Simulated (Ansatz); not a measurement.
Runs of Ansatz 0.2.0 on CdSe. The structure is cubic, space group Fm-3m (No. 225). The conventional cell has a = 5.748 Å, b = 5.748 Å, c = 5.748 Å, α = 90.00°, β = 90.00°, γ = 90.00°. Around Cd (site symmetry m-3m) lie 6 Se at 2.87 Å. Se (site symmetry m-3m) has 6 Cd at 2.87 Å as nearest neighbours. Measurements of this composition are mostly on another form, of space group No. 186.

```tsv
task	level	cell	cutoff (eV)	smearing	points for each segment of the path	gap on the mesh (eV)	pressure (GPa)	relaxed volume (Å³/atom)
single point	PBE	as given	420	gaussian 0.012 eV	-	none	-0.3	-
relaxation of cell and atoms	BLYP	relaxed	420	fermi-dirac 0.05 eV	-	none	0.0	(a)
band structure	r2SCAN	as given	500	fermi-dirac 0.05 eV	14	none	(b)	-
band structure	BLYP	as given	420	fermi-dirac 0.05 eV	14	none	3.7	-
relaxation of cell and atoms	revPBE	relaxed	420	fermi-dirac 0.05 eV	-	none	0.0	24.30
```

Alike in all rows: potentials or basis Ansatz PAW; no spin polarisation; k mesh 8 × 8 × 8.

Question: Estimate the missing entries.

Answer: (a) 25.32; (b) -2.1.

Caveats: the PAW data sets come from PBE, with cores solved anew for the run's functional, which leaves a small shift of forces and pressure (some runs); the plane-wave basis is chosen anew once the cell has moved, so the energies of steps on either side of that aren't comparable (some runs).

A k mesh can miss the band edges, and the runs leave out spin-orbit coupling on Cd, Se.

A gap of «none» marks a metal or a gap under the smearing width.
